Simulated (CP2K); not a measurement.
# BN (Fmm2) in CP2K: settings compared, part 2 of 2

CP2K 2026.2.

## 3. Single point, vdW-DF-cx

bn_scf.inp reads:

```
&GLOBAL
  PROJECT bn_scf
  RUN_TYPE ENERGY_FORCE
  PRINT_LEVEL LOW
&END GLOBAL
&FORCE_EVAL
  METHOD QS
  STRESS_TENSOR ANALYTICAL
  &DFT
    BASIS_SET_FILE_NAME BASIS_MOLOPT_UZH
    POTENTIAL_FILE_NAME POTENTIAL_UZH
    &MGRID
      CUTOFF 675
      REL_CUTOFF 60
      NGRIDS 5
    &END MGRID
    &QS
      METHOD GPW
      EPS_DEFAULT 1.0E-9
    &END QS
    &KPOINTS
      SCHEME MONKHORST-PACK 13 13 13
      GAMMA_CENTERED T
      SYMMETRY T
      SYMMETRY_BACKEND SPGLIB
    &END KPOINTS
    &SCF
      SCF_GUESS ATOMIC
      EPS_SCF 1.0E-6
      MAX_SCF 100
      ADDED_MOS 10
      CHOLESKY OFF
      EPS_EIGVAL 1.0E-7
      &DIAGONALIZATION ON
        ALGORITHM STANDARD
      &END DIAGONALIZATION
      &MIXING ON
        METHOD BROYDEN_MIXING
        ALPHA 0.4
        BETA 1.5
        NBUFFER 8
      &END MIXING
      &SMEAR ON
        METHOD FERMI_DIRAC
        ELECTRONIC_TEMPERATURE [K] 580.226
      &END SMEAR
    &END SCF
    &XC
      &XC_FUNCTIONAL
        &GGA_X_LV_RPW86
        &END GGA_X_LV_RPW86
        &LDA_C_PW
        &END LDA_C_PW
      &END XC_FUNCTIONAL
      &VDW_POTENTIAL
        POTENTIAL_TYPE NON_LOCAL
        &NON_LOCAL
          TYPE DRSLL
          KERNEL_FILE_NAME vdW_kernel_table.dat
          CUTOFF 150
        &END NON_LOCAL
      &END VDW_POTENTIAL
    &END XC
    &PRINT
      &KPOINTS ON
      &END KPOINTS
      &MULLIKEN ON
      &END MULLIKEN
      &MO ON
        ENERGIES T
        OCCUPATION_NUMBERS T
        &EACH
          QS_SCF 0
        &END EACH
        ADD_LAST NUMERIC
      &END MO
      &LOWDIN ON
      &END LOWDIN
      &HIRSHFELD ON
        SHAPE_FUNCTION DENSITY
      &END HIRSHFELD
    &END PRINT
  &END DFT
  &SUBSYS
    &CELL
      A 4.1120778217 0.0000000000 0.0000000000
      B 1.1410171362 2.2263454513 0.0000000000
      C 2.9710606854 -0.8190320330 2.0702175242
      PERIODIC XYZ
    &END CELL
    &COORD
      SCALED
      N   0.6666513400 0.6666513400 0.3333486600
      B   0.0000486500 0.0000486500 0.9999513500
    &END COORD
    &KIND N
      BASIS_SET TZVP-MOLOPT-PBE-GTH-q5
      POTENTIAL GTH-PBE-q5
    &END KIND
    &KIND B
      BASIS_SET TZVP-MOLOPT-PBE-GTH-q3
      POTENTIAL GTH-PBE-q3
    &END KIND
    &PRINT
      &ATOMIC_COORDINATES ON
      &END ATOMIC_COORDINATES
      &CELL ON
      &END CELL
      &SYMMETRY ON
      &END SYMMETRY
    &END PRINT
  &END SUBSYS
  &PRINT
    &FORCES ON
    &END FORCES
    &STRESS_TENSOR ON
    &END STRESS_TENSOR
  &END PRINT
&END FORCE_EVAL
```

Potentials or basis: POTENTIAL_UZH N GTH-PBE-q5, B GTH-PBE-q3; TZVP-MOLOPT-PBE-GTH basis.

The run is started by

```
OMP_NUM_THREADS=1 cp2k.psmp -i bn_scf.inp -o bn_scf.out
```

bn_scf.out:

```text

 CP2K| version string:                                       CP2K version 2026.2
 CP2K| Input file name                                                bn_scf.inp

 GLOBAL| Force Environment number                                              1
 GLOBAL| Basis set file name                                    BASIS_MOLOPT_UZH
 GLOBAL| Potential file name                                       POTENTIAL_UZH
 GLOBAL| MM Potential file name                                     MM_POTENTIAL
 GLOBAL| Coordinate file name                                      __STD_INPUT__
 GLOBAL| Method name                                                        CP2K
 GLOBAL| Project name                                                     bn_scf
 GLOBAL| Run type                                                   ENERGY_FORCE
 GLOBAL| FFT library                                                       FFTW3
[... 6 lines left out ...]
 GLOBAL| Total number of message passing processes                             1
 GLOBAL| Number of threads for this process                                    1
 GLOBAL| CPU model name                                                  UNKNOWN

 CELL| Volume [angstrom^3]:                                            18.952646
 CELL| Vector a [angstrom]:       4.112     0.000     0.000   |a| =     4.112078
 CELL| Vector b [angstrom]:       1.141     2.226     0.000   |b| =     2.501706
 CELL| Vector c [angstrom]:       2.971    -0.819     2.070   |c| =     3.712656
 CELL| Angle (b,c), alpha [degree]:                                    80.289625
 CELL| Angle (a,c), beta  [degree]:                                    36.845822
 CELL| Angle (a,b), gamma [degree]:                                    62.864553
 CELL| Numerically orthorhombic:                                              NO
 CELL| Periodicity                                                           XYZ

 CELL_REF| Volume [angstrom^3]:                                        18.952646
 CELL_REF| Vector a [angstrom     4.112     0.000     0.000   |a| =     4.112078
 CELL_REF| Vector b [angstrom     1.141     2.226     0.000   |b| =     2.501706
 CELL_REF| Vector c [angstrom     2.971    -0.819     2.070   |c| =     3.712656
 CELL_REF| Angle (b,c), alpha [degree]:                                80.289625
 CELL_REF| Angle (a,c), beta  [degree]:                                36.845822
 CELL_REF| Angle (a,b), gamma [degree]:                                62.864553
 CELL_REF| Numerically orthorhombic:                                          NO
 CELL_REF| Periodicity                                                       XYZ
[... 12 lines left out ...]
                             - Atoms:                                          2
                             - Shell sets:                                     2
                             - Shells:                                        14
                             - Primitive Cartesian functions:                 10
                             - Cartesian basis functions:                     36
                             - Spherical basis functions:                     34

  Maximum angular momentum of- Orbital basis functions:                        2
                             - Local part of the GTH pseudopotential:          2
                             - Non-local part of the GTH pseudopotential:      0

 MODULE QUICKSTEP: ATOMIC COORDINATES IN ANGSTROM

   Atom Kind Element         X             Y             Z       Z(eff)     Mass
      1    1 N     7      4.492382      1.211173      0.690104   5.0000  14.0067
      2    2 B     5      2.971172     -0.818884      2.070117   3.0000  10.8110

 Crystal Symmetry Information
       International Symbol:                                                Fmm2
       Point Group Symbol:                                                   mm2
       Schoenflies Symbol:                                                C2v^18
       Number of Symmetry Operations:                                          4

 SCF PARAMETERS         Density guess:                                    ATOMIC
                        --------------------------------------------------------
[... 109 lines left out ...]

  Electronic density on regular grids:         -7.9999999951        0.0000000049
  Core density on regular grids:                7.9999999921       -0.0000000079
  Total charge density on r-space grids:       -0.0000000030
  Total charge density g-space grids:          -0.0000000030

  Overlap energy of the core charge distribution:               0.00000115227062
  Self energy of the core charge distribution:                -30.90191424091751
  Core Hamiltonian energy:                                      9.50852100058201
  Hartree energy:                                              12.19983190719237
  Exchange-correlation energy:                                 -3.72458843077186
  Dispersion energy:                                            0.04351958771021
  Electronic entropic energy:                                  -0.00000000000001
  Fermi energy:                                                 0.21119733094552

  Total energy:                                               -12.87462902393417
  Total energy (extrapolated to T->0):                        -12.87462902393417

 MO| EIGENVALUES AND OCCUPATION NUMBERS FOR K POINT 1
 MO|
 MO|  Index      Eigenvalue [a.u.]        Eigenvalue [eV]             Occupation
 MO|      1              -0.432900             -11.779801               2.000000
 MO|      2              -0.216533              -5.892162               2.000000
 MO|      3              -0.046013              -1.252075               2.000000
 MO|      4               0.070137               1.908512               2.000000
 MO|      5               0.287062               7.811366               0.000000
 MO|      6               0.473156              12.875234               0.000000
 MO|      7               0.607045              16.518524               0.000000
 MO|      8               0.703157              19.133876               0.000000
 MO|      9               0.854003              23.238602               0.000000
 MO|     10               0.901036              24.518430               0.000000
 MO|     11               1.078868              29.357483               0.000000
 MO|     12               1.128211              30.700190               0.000000
 MO|     13               1.160708              31.584460               0.000000
[... 263 lines left out ...]
 MO|      4               0.035404               0.963386               2.000000
 MO|      5               0.330139               8.983546               0.000000
 MO|      6               0.475643              12.942898               0.000000
 MO|      7               0.578001              15.728213               0.000000
 MO|      8               0.741249              20.170403               0.000000
 MO|      9               0.843242              22.945777               0.000000
 MO|     10               0.849888              23.126621               0.000000
 MO|     11               1.098452              29.890397               0.000000
 MO|     12               1.148441              31.250667               0.000000
 MO|     13               1.171974              31.891037               0.000000
 MO|     14               1.252789              34.090114               0.000000
 MO| Sum:                                                               8.000000
 MO| E(Fermi):            0.211197 a.u.          5.746972 eV
 MO| Band gap:            0.294735 a.u.          8.020160 eV

 [... the levels of further k-points ...]

 !-----------------------------------------------------------------------------!
                     Mulliken Population Analysis

 #  Atom  Element  Kind  Atomic population                           Net charge
       1     N        1          5.532647                             -0.532647
       2     B        2          2.467353                              0.532647
 # Total charge                              8.000000                 -0.000000

 !-----------------------------------------------------------------------------!

 !-----------------------------------------------------------------------------!
                           Hirshfeld Charges

  #Atom  Element  Kind  Ref Charge     Population                    Net charge
      1       N      1       5.000          5.212                        -0.212
      2       B      2       3.000          2.788                         0.212

  Total Charge                                                           -0.000
 !-----------------------------------------------------------------------------!

 LOWDIN POPULATION ANALYSIS

 #  Atom  Element  Kind  Atomic population                           Net charge
       1     N        1          4.662834                              0.337166
       2     B        2          3.337166                             -0.337166
 # Total charge                              8.000000                 -0.000000

 ENERGY| Total FORCE_EVAL ( QS ) energy [hartree]            -12.874629356912305

 FORCES| Atomic forces [hartree/bohr]
 FORCES|   Atom     x               y               z               |f|
 FORCES|      1 -2.26653490E-04 -6.25696231E-04  1.45115897E-04   6.81121283E-04
 FORCES|      2  1.08165788E-04  1.26861093E-04 -1.00596553E-04   1.94713228E-04
 FORCES| Sum    -1.18487702E-04 -4.98835138E-04  4.45193438E-05
 FORCES| Total atomic force                                       5.14643374E-04

 STRESS| Analytical stress tensor [bar]
 STRESS|                        x                   y                   z
 STRESS|      x       -1.77218154455E+03   1.99031912731E+04  -1.36490986333E+04
 STRESS|      y        1.99031912731E+04   2.71215337371E+04   6.88186790653E+03
 STRESS|      z       -1.36490986333E+04   6.88186790653E+03   3.22860170430E+04
 STRESS| 1/3 Trace                                             1.92117897452E+04
 STRESS| Determinant                                          -2.30493097981E+13

 STRESS| Eigenvectors and eigenvalues of the analytical stress tensor [bar]
 STRESS|                        1                   2                   3
 STRESS| Eigenvalues  -1.66897952773E+04   3.70383761211E+04   3.72867883917E+04
 STRESS|      x           0.850616335863     -0.131760365980      0.509009877232
 STRESS|      y          -0.433228659295      0.372926602117      0.820511229782
 STRESS|      z           0.297934183887      0.918457922493     -0.260135093136
```

It took 71 s on 1 thread of Arm Neoverse V1, shared host; peak memory 0.32 GiB.

What came out:

| Property | Result |
| --- | --- |
| Free energy | -350.3365 eV |
| Pressure | 1.9 GPa |
| Largest force | 0.035 eV/Å |
| Band gap on the k mesh | 3.86 eV, indirect (least direct gap 4.63 eV) |
| Mulliken charges | N -0.53; B +0.53 e |
| Hirshfeld charges | N -0.21; B +0.21 e |

Forces on the atoms (eV/Å):
```
N   -0.012 -0.032  0.007
B    0.006  0.007 -0.005
```

Caveat: Mulliken charges move with the basis; the potentials were made for another functional, which shifts forces and pressure; an odd mesh through Γ misses points on the zone boundary, where band edges often lie; the basis of atomic orbitals isn't converged, which shifts pressures, moduli and gaps.

## 4. Single point, r2SCAN

bn_scf.inp, as its differences from that of step 3:

```diff
@@ -49,15 +49,7 @@
       &XC_FUNCTIONAL
-        &GGA_X_LV_RPW86
-        &END GGA_X_LV_RPW86
-        &LDA_C_PW
-        &END LDA_C_PW
+        &MGGA_X_R2SCAN
+        &END MGGA_X_R2SCAN
+        &MGGA_C_R2SCAN
+        &END MGGA_C_R2SCAN
       &END XC_FUNCTIONAL
-      &VDW_POTENTIAL
-        POTENTIAL_TYPE NON_LOCAL
-        &NON_LOCAL
-          TYPE DRSLL
-          KERNEL_FILE_NAME vdW_kernel_table.dat
-          CUTOFF 150
-        &END NON_LOCAL
-      &END VDW_POTENTIAL
     &END XC
```

The run is started by

```
OMP_NUM_THREADS=1 cp2k.psmp -i bn_scf.inp -o bn_scf.out
```

Run time: 99 s. Hardware: 1 thread of Arm Neoverse V1, shared host; peak memory 0.31 GiB.

Results (log left out):

* Free energy: -350.0406 eV
* Pressure: 0.3 GPa
* Largest force: 0.015 eV/Å
* Band gap on the k mesh: 4.41 eV, indirect (least direct gap 5.31 eV)
* Mulliken charges: N -0.39; B +0.39 e
* Hirshfeld charges: N -0.23; B +0.23 e

Forces in eV/Å, atoms in the order of the input:
```
N   -0.013 -0.005 -0.005
B    0.004  0.006 -0.004
```

Stress tensor (GPa, compression positive):
```
 0.09  0.24 -0.17
 0.24  0.42  0.09
-0.17  0.09  0.51
```

Levels at points of the mesh, in eV from the valence-band top:
| k point | band 1 | band 2 | band 3 | band 4 | band 5 | band 6 | band 7 | band 8 |
| --- | --- | --- | --- | --- | --- | --- | --- | --- |
| (0.00, 0.00, 0.00) | -19.13 | -4.61 | -1.53 | -1.52 | 5.40 | 12.15 | 12.21 | 14.23 |

Caveat: Mulliken charges move with the basis; the potentials were made for another functional, which shifts forces and pressure; an odd mesh through Γ misses points on the zone boundary, where band edges often lie; the basis of atomic orbitals isn't converged, which shifts pressures, moduli and gaps.

## 5. The runs side by side

```tsv
level	cutoff of the non-local correlation (Ry)	gap on the mesh (eV)	pressure (GPa)	largest force (eV/Å)
RPBE	-	4.02	4.4	0.02
vdW-DF-cx	150 Ry	3.86	1.9	0.04
r2SCAN	-	4.41	0.3	0.02
```

Alike in all rows: task single point; potentials or basis POTENTIAL_UZH N GTH-PBE-q5, B GTH-PBE-q3; TZVP-MOLOPT-PBE-GTH basis; no spin polarisation; cell as given; k mesh 13 × 13 × 13; smearing fermi-dirac 0.05 eV.

Caveats: the potentials were made for another functional, which shifts forces and pressure; an odd mesh through Γ misses points on the zone boundary, where band edges often lie; the basis of atomic orbitals isn't converged, which shifts pressures, moduli and gaps.

Total energies depend on the potentials used, so only differences within one code and one set of settings carry meaning.
